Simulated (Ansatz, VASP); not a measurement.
# One calculation of SnTe, two programs

Contents of INCAR:

```
SYSTEM = SnTe
PREC = Accurate ; ENCUT = 520
EDIFF = 1E-7 ; ISMEAR = -1
SIGMA = 0.05 ; LREAL = .FALSE.
LASPH = .TRUE. ; NELM = 80
ALGO = Normal ; ISIF = 2
LWAVE = .FALSE. ; LCHARG = .TRUE.
GGA = PE ; LELF = .TRUE.
LVHAR = .TRUE. ; NBANDS = 17
```

KPOINTS

```
regular mesh
0
G
  7 7 7
  0 0 0
```

File POSCAR:

```
SnTe
1.0
    0.0000000000      3.1508500000      3.1508500000
    3.1508500000      0.0000000000      3.1508500000
    3.1508500000      3.1508500000      0.0000000000
Te Sn
1 1
Direct
    0.5000000000      0.5000000000      0.5000000000
    0.0000000000      0.0000000000      0.0000000000
```

Contents of input.yaml:

```yaml
crystal:
  lattice:
    - [0.0, 3.15085, 3.15085]
    - [3.15085, 0.0, 3.15085]
    - [3.15085, 3.15085, 0.0]
  atoms:
    - { symbol: Te, position: [0.5, 0.5, 0.5] }
    - { symbol: Sn, position: [0.0, 0.0, 0.0] }
hamiltonian:
  xc: pbe
  pseudopotentials: { kind: paw }
kpoints:
  mp_grid: { grid: [7, 7, 7] }
scf:
  occupations: { method: fermi_dirac, width: 0.05 }
output:
  forces: true
  stress: true
  eigenvalues: true
  write_density: true
  write_potential: true
  elf: true
  volumetric_format: npy
```

Alike in both runs: task single point; functional PBE; k mesh 7 × 7 × 7; occupations fermi-dirac, width 0.05 eV; no spin polarisation.

|  | VASP | Ansatz |
| --- | --- | --- |
| version | VASP 6.6.1 | Ansatz 0.2.0 |
| potentials or method | VASP PAW PBE potentials, release 64 (Te, Sn_d) | Ansatz PAW |
| plane-wave cutoff (eV) | 520 | 420 |
| valence electrons in the cell | 20 | 30 |

|  | VASP | Ansatz | Ansatz less VASP |
| --- | --- | --- | --- |
| gap on the k mesh at the Fermi level (eV) | 0.66 | 0.66 | +0.001 |
| least direct gap on the mesh (eV) | 0.66 | 0.66 | +0.001 |
| pressure (GPa) | 2.2 | 2.2 | +0.06 |

The two sets of potentials don't hold the same shells in valence.

The runs have no spin-orbit coupling, so splittings on Te are missing.
